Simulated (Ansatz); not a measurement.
# MgO: a scan of SCF settings, part 2 of 2

Aim: run MgO with the default SCF settings, then change one group of settings at a time and see what moves: the number of iterations, the state or the numbers. The cell (2 atoms) is MgO in the measured crystal structure (space group Fm-3m). Source: COD entry 9006464; the sample's temperature and pressure aren't taken into account.

Ansatz 0.2.0; DFT PBE, PAW, plane waves, scalar-relativistic.

## (9) Linear mixing, β 1.0, Kerker

The COD cell was measured well above room temperature, so it is larger than a cold one.

File input.yaml:

```yaml
crystal:
  lattice:
    - [0.0, 2.141, 2.141]
    - [2.141, 0.0, 2.141]
    - [2.141, 2.141, 0.0]
  atoms:
    - { symbol: Mg, position: [0.0, 0.0, 0.0] }
    - { symbol: O, position: [0.5, 0.5, 0.5] }
hamiltonian:
  xc: pbe
  pseudopotentials: { kind: paw }
basis:
  ecutwfc: 420
kpoints:
  mp_grid: { grid: [9, 9, 9] }
scf:
  occupations: { method: fermi_dirac, width: 0.03 }
  lower_state_search: "off"
  algorithm: density_mixing
  max_iter: 50
  mixing: { algorithm: anderson, ndim: 1, beta: 1.0, preconditioner: kerker }
output:
  forces: true
  stress: true
```

The run is started by

```console
ansatz run input.yaml --threads 2 --pin off --max-ram 5120MiB --backend cpu --events-out ev --progress --plain --runs-dir out
```

The program printed:

```text
[... 23 lines as in an earlier run ...]
SCF iter   1: F=—  HF=-2494.135352 eV  |F-HF|=—  |Δ(HF+E_count)|=         —  Δρ=9.32e-4  dr2=1.10e-4  ethr=1.77e-3  ⟨swp⟩=5.9  Hψ=2451  notcnv=0
SCF iter   2: F=—  HF=-2494.135629 eV  |F-HF|=—  |Δ(HF+E_count)|=   2.77e-4  Δρ=1.20e-3  dr2=1.92e-4  ethr=6.86e-7  ⟨swp⟩=2.9  Hψ=1100  notcnv=0
SCF iter   3: F=—  HF=-2494.135606 eV  |F-HF|=—  |Δ(HF+E_count)|=   2.24e-5  Δρ=9.93e-4  dr2=1.20e-4  ethr=6.86e-7  ⟨swp⟩=2.0  Hψ=590  notcnv=0
SCF iter   4: F=—  HF=-2494.135596 eV  |F-HF|=—  |Δ(HF+E_count)|=   1.08e-5  Δρ=8.17e-4  dr2=8.40e-5  ethr=6.86e-7  ⟨swp⟩=2.0  Hψ=560  notcnv=0
[... 16 lines left out ...]
SCF iter  21: F=—  HF=-2494.135559 eV  |F-HF|=—  |Δ(HF+E_count)|=   2.21e-8  Δρ=3.72e-5  dr2=1.73e-7  ethr=1.55e-9  ⟨swp⟩=2.0  Hψ=560  notcnv=0
SCF iter  22: F=—  HF=-2494.135559 eV  |F-HF|=—  |Δ(HF+E_count)|=   1.54e-8  Δρ=3.10e-5  dr2=1.20e-7  ethr=1.08e-9  ⟨swp⟩=2.0  Hψ=560  notcnv=0
SCF iter  23: F=-2494.135559 eV  HF=-2494.135559 eV  |F-HF|=7.39e-8  |Δ(HF+E_count)|=   1.07e-8  Δρ=2.59e-5  dr2=8.37e-8  ethr=6.25e-10  ⟨swp⟩=4.1  Hψ=1261  notcnv=0
SCF 1 converged in 23 iterations: F = -2494.135559 eV  dr2 = 8.37e-8
SCF converged after 23 iterations
[... 1 line as in an earlier run ...]
Free energy (F): -2494.135559 eV
Harris-Foulkes:  -2494.135559 eV  (|F-HF|=7.39e-8)
Internal energy: -2494.135559 eV  (E = F + TS)
E sigma→0 (E₀):  -2494.135559 eV
Fermi energy:    9.698085 eV
[... 24 lines left out: energy terms, forces, stress ...]
```

Wall time 6.9 s (2 threads of Intel Xeon at 2.50GHz (Skylake/Cascade Lake), shared host); peak memory 0.28 GiB.

It takes 23 iterations (default 6). Against the default run: the same free energy.

## (10) One k-point (Gamma), no switch to direct minimisation

Edit input.yaml of step 9 so:

```diff
@@ -14,3 +14,3 @@
 kpoints:
-  mp_grid: { grid: [9, 9, 9] }
+  mp_grid: { grid: [1, 1, 1] }
 scf:
@@ -20,3 +20,3 @@
   max_iter: 50
-  mixing: { algorithm: anderson, ndim: 1, beta: 1.0, preconditioner: kerker }
+  mixing: {}
 output:
```

The run is started by

```console
ansatz run input.yaml --threads 2 --pin off --max-ram 5120MiB --backend cpu --events-out ev --progress --plain --runs-dir out
```

The program printed:

```text
[... 14 lines as in an earlier run ...]
k-points: 1
[... 8 lines as in an earlier run ...]
SCF iter   1: F=—  HF=-2485.039352 eV  |F-HF|=—  |Δ(HF+E_count)|=         —  Δρ=1.56e-1  dr2=4.45e0  ethr=1.77e-3  ⟨swp⟩=5.0  Hψ=65  notcnv=0
preconditioner: auto → none  [insulator: Δε(μ)=4.281 eV  Ē_g=16.978 eV  σ=0.030 eV  W_gap=1.00  n_scr=8 (ndim 8)  ℏωp=23.7 eV  f_vac=0.000  D(μ)=0.00/eV (n_scr^D=0)  ε∞_Penn≈2.9]
SCF iter   2: F=—  HF=-2483.660710 eV  |F-HF|=—  |Δ(HF+E_count)|=    1.38e0  Δρ=7.07e-2  dr2=3.91e-1  ethr=1.77e-3  ⟨swp⟩=3.0  Hψ=34  notcnv=0
SCF iter   3: F=—  HF=-2483.617510 eV  |F-HF|=—  |Δ(HF+E_count)|=   4.32e-2  Δρ=2.20e-2  dr2=4.20e-2  ethr=1.77e-3  ⟨swp⟩=2.0  Hψ=19  notcnv=0
SCF iter   4: F=—  HF=-2483.645839 eV  |F-HF|=—  |Δ(HF+E_count)|=   2.83e-2  Δρ=1.31e-3  dr2=1.96e-4  ethr=2.62e-4  ⟨swp⟩=2.0  Hψ=20  notcnv=0
SCF iter   5: F=—  HF=-2483.645779 eV  |F-HF|=—  |Δ(HF+E_count)|=   6.04e-5  Δρ=2.94e-4  dr2=6.51e-6  ethr=1.22e-6  ⟨swp⟩=2.0  Hψ=15  notcnv=0
SCF iter   6: F=—  HF=-2483.645657 eV  |F-HF|=—  |Δ(HF+E_count)|=   1.22e-4  Δρ=3.09e-5  dr2=6.61e-8  ethr=6.25e-10  ⟨swp⟩=3.0  Hψ=48  notcnv=0
SCF iter   7: F=-2483.645657 eV  HF=-2483.645657 eV  |F-HF|=1.11e-9  |Δ(HF+E_count)|=   6.95e-8  Δρ=3.59e-6  dr2=6.63e-10  ethr=4.13e-10  ⟨swp⟩=3.0  Hψ=32  notcnv=0
SCF 1 converged in 7 iterations: F = -2483.645657 eV  dr2 = 6.63e-10
SCF converged after 7 iterations
Free energy (F): -2483.645657 eV
Harris-Foulkes:  -2483.645657 eV  (|F-HF|=1.11e-9)
Internal energy: -2483.645657 eV  (E = F + TS)
E sigma→0 (E₀):  -2483.645657 eV
Fermi energy:    12.070222 eV
--- Per-component energies (eV) ---
  E_band       = -276.996532
  E_kinetic    = 272.943742
  E_local      = -1654.137726  (includes V_loc(G=0)·N_el)
  E_nonlocal   = 144.020018
  E_hartree    = 580.505697
  E_xc         = -104.724281
  E_vxc        = -134.031733  (∫ρ·V_xc dr)
  E_paw        = -453.948686  (= ΣΔE_a)
  E_vpaw       = -66.805584  (= ΣTr[D̂ρ^β])
  E_aug_tail   = 0.003017  (compensation charges beyond the density's cutoff)
  E_ewald      = -1268.307437
  E_smearing   = -0.000000  (= −TS)
  E_closure    = -0.000000  (closes the sum)
  Σ components = -2483.645657   (vs F -2483.645657, Δ=0.00e0)
--- Forces (eV/Å), atoms counted from 1 ---
  atom   1  Mg    -0.00000000     0.00000000     0.00000000
  atom   2  O     -0.00000000     0.00000000    -0.00000000
  max |Σ_I F_I| component: 5.15e-25 eV/Å
--- Stress (GPa, compression-positive) ---
       62.071607       0.000000       0.000000
        0.000000      62.071607       0.000000
        0.000000      -0.000000      62.071607
  P = ⅓ Tr σ = 62.0716 GPa (620.716 kbar)
```

Run time: 2.5 s. Hardware: 2 threads of Intel Xeon at 2.50GHz (Skylake/Cascade Lake), shared host; peak memory 0.27 GiB.

7 iterations against 6; free energy shifted by +5245 meV/atom, pressure 62.1 GPa against -2.8.

Such a setting isn't fit for results; the run shows only what it costs.

## (11) Fermi–Dirac width 0.0005 eV, no switch to direct minimisation

Edit input.yaml of step 10 so:

```diff
@@ -14,5 +14,5 @@
 kpoints:
-  mp_grid: { grid: [1, 1, 1] }
+  mp_grid: { grid: [9, 9, 9] }
 scf:
-  occupations: { method: fermi_dirac, width: 0.03 }
+  occupations: { method: fermi_dirac, width: 0.0005 }
   lower_state_search: "off"
```

The run is started by

```console
ansatz run input.yaml --threads 2 --pin off --max-ram 5120MiB --backend cpu --events-out ev --progress --plain --runs-dir out
```

The program printed:

```text
[... 23 lines as in an earlier run ...]
SCF iter   1: F=—  HF=-2494.135150 eV  |F-HF|=—  |Δ(HF+E_count)|=         —  Δρ=9.64e-4  dr2=1.21e-4  ethr=1.77e-3  ⟨swp⟩=6.0  Hψ=2487  notcnv=0
preconditioner: auto → none  [insulator: Δε(μ)=4.281 eV  Ē_g=17.982 eV  σ=0.001 eV  W_gap=1.00  n_scr=8 (ndim 8)  ℏωp=23.7 eV  f_vac=0.000  D(μ)=0.00/eV (n_scr^D=0)  ε∞_Penn≈2.7]
SCF iter   2: F=—  HF=-2494.135534 eV  |F-HF|=—  |Δ(HF+E_count)|=   3.84e-4  Δρ=4.69e-4  dr2=2.21e-5  ethr=7.55e-7  ⟨swp⟩=3.1  Hψ=1241  notcnv=0
SCF iter   3: F=—  HF=-2494.135540 eV  |F-HF|=—  |Δ(HF+E_count)|=   5.28e-6  Δρ=2.48e-4  dr2=4.88e-6  ethr=1.38e-7  ⟨swp⟩=2.5  Hψ=624  notcnv=0
SCF iter   4: F=—  HF=-2494.135559 eV  |F-HF|=—  |Δ(HF+E_count)|=   1.96e-5  Δρ=5.91e-5  dr2=4.61e-7  ethr=3.05e-8  ⟨swp⟩=2.0  Hψ=700  notcnv=0
iter 5 did not close the SCF: its close was put off for the readings that it lacked (scf_convergence_deferred on its scf_iter line)
SCF iter   5: F=-2494.135559 eV  HF=-2494.135559 eV  |F-HF|=6.99e-8  |Δ(HF+E_count)|=   2.09e-8  Δρ=2.36e-5  dr2=8.37e-8  ethr=2.88e-9  ⟨swp⟩=2.3  Hψ=567  notcnv=0
SCF iter   6: F=-2494.135559 eV  HF=-2494.135559 eV  |F-HF|=2.08e-8  |Δ(HF+E_count)|=   1.58e-8  Δρ=1.22e-5  dr2=2.42e-8  ethr=5.23e-10  ⟨swp⟩=3.0  Hψ=1369  notcnv=0
SCF 1 converged in 6 iterations: F = -2494.135559 eV  dr2 = 2.42e-8
SCF converged after 6 iterations
Free energy (F): -2494.135559 eV
Harris-Foulkes:  -2494.135559 eV  (|F-HF|=2.08e-8)
Internal energy: -2494.135559 eV  (E = F + TS)
E sigma→0 (E₀):  -2494.135559 eV
Fermi energy:    9.675767 eV
--- Per-component energies (eV) ---
  E_band       = -302.685760
  E_kinetic    = 254.451550
  E_local      = -1633.377584  (includes V_loc(G=0)·N_el)
  E_nonlocal   = 142.721456
  E_hartree    = 565.399649
  E_xc         = -104.845195
  E_vxc        = -134.323526  (∫ρ·V_xc dr)
  E_paw        = -450.180433  (= ΣΔE_a)
  E_vpaw       = -62.956502  (= ΣTr[D̂ρ^β])
  E_aug_tail   = 0.002435  (compensation charges beyond the density's cutoff)
  E_ewald      = -1268.307437
  E_smearing   = -0.000000  (= −TS)
  E_closure    = 0.000000  (closes the sum)
  Σ components = -2494.135559   (vs F -2494.135559, Δ=0.00e0)
--- Forces (eV/Å), atoms counted from 1 ---
  atom   1  Mg    -0.00000000    -0.00000000     0.00000000
  atom   2  O      0.00000000    -0.00000000    -0.00000000
  max |Σ_I F_I| component: 1.73e-29 eV/Å
--- Stress (GPa, compression-positive) ---
       -2.835446       0.000000      -0.000000
        0.000000      -2.835446      -0.000000
       -0.000000       0.000000      -2.835446
  P = ⅓ Tr σ = -2.8354 GPa (-28.354 kbar)
```

Wall time 3 s (2 threads of Intel Xeon at 2.50GHz (Skylake/Cascade Lake), shared host); peak memory 0.28 GiB.

The count stays at 6. Against the default run: free energy unchanged, zero-width estimate unchanged.

## (12) Comparison

```tsv
step	settings	iterations	time	against the default run
2	default SCF settings	6	3.8 s	reference
3	MSR1 mixing, preconditioner LDOS	6	3.1 s	the same free energy
4	cutoff 180 eV	6	2 s	free energy shifted by +7070 meV/atom, so these numbers say nothing of the material, pressure -1.1 GPa against -2.8
5	Fermi–Dirac smearing, width 0.5 eV	6	2.3 s	free energy shifted by -0.7 meV/atom, zero-width estimate shifted by +1.6 meV/atom, pressure -2.7 GPa against -2.8
6	iteration limit 15	6	2.5 s	the same free energy
7	direct minimisation	4	4.9 s	the same free energy
8	linear mixing, β 0.2, no preconditioner	10	3.4 s	the same free energy
9	linear mixing, β 1.0, Kerker	23	6.9 s	the same free energy
10	one k-point (Gamma), no switch to direct minimisation	7	2.5 s	free energy shifted by +5245 meV/atom, pressure 62.1 GPa against -2.8
11	Fermi–Dirac width 0.0005 eV, no switch to direct minimisation	6	3 s	free energy unchanged, zero-width estimate unchanged
```

Decimal logarithm of the largest residual (eV) by iteration, counted through all cycles of a run (8 of the 10 runs):

| iteration | step 2 | step 3 | step 4 | step 5 | step 6 | step 7 | step 8 | step 9 |
| --- | --- | --- | --- | --- | --- | --- | --- | --- |
| 1 | -4.0 | -4.0 | 0.6 | -4.1 | -4.0 | -4.9 | -4.0 | -4.0 |
| 2 | -4.7 | -3.1 | -0.2 | -4.8 | -4.7 | -6.2 | -5.0 | -3.7 |
| 3 | -5.4 | -4.8 | -2.7 | -5.4 | -5.4 | -7.2 | -5.5 | -3.9 |
| 4 | -6.4 | -5.6 | -4.1 | -6.4 | -6.4 | -9.5 | -5.9 | -4.1 |
| 5 | -7.1 | -7.8 | -6.3 | -7.2 | -7.1 | - | -6.1 | -4.2 |
| 7 | - | - | - | - | - | - | -6.5 | -4.6 |
| 9 | - | - | - | - | - | - | -6.9 | -4.9 |
| 11 | - | - | - | - | - | - | - | -5.2 |
| 13 | - | - | - | - | - | - | - | -5.5 |
| 15 | - | - | - | - | - | - | - | -5.8 |
| 17 | - | - | - | - | - | - | - | -6.1 |
| 19 | - | - | - | - | - | - | - | -6.4 |
| 21 | - | - | - | - | - | - | - | -6.8 |
| 23 | - | - | - | - | - | - | - | -7.1 |

## (13) Outcome

The summary covers parts 1 to 2.

| quantity | value |
| --- | --- |
| default run | 6 iterations, with a gap of 4.28 eV on the k-mesh |
| fewest iterations to that state among the runs shown (an iteration of direct minimisation costs more) | 4 (direct minimisation) |
| most iterations to it | 23 (linear mixing, β 1.0, Kerker) |
| runs that end in another state, among changes of path alone | 0 |
| largest shift of the free energy by occupations, cutoff, mesh or field | +7070 meV/atom (cutoff 180 eV) |

In words: 6 runs solve the same problem and reach the default's state, in 4 to 23 iterations: there the settings change the path, not the answer. Occupations, cutoff, mesh and fields change the problem that is solved, not just the path; the largest shift here is that of “cutoff 180 eV”. Other settings tried on this cell gave no result: unknown mixer pulay2 (input refused). Counts include iterations that the program adds to test a close, so a difference of one or two ranks nothing. The starting density is a sum of atomic densities corrected by a trained network, so it is already close to self-consistency.

The gaps are Kohn-Sham values of a semilocal functional, not quasiparticle or optical gaps. Such gaps usually fall short of the measured ones.
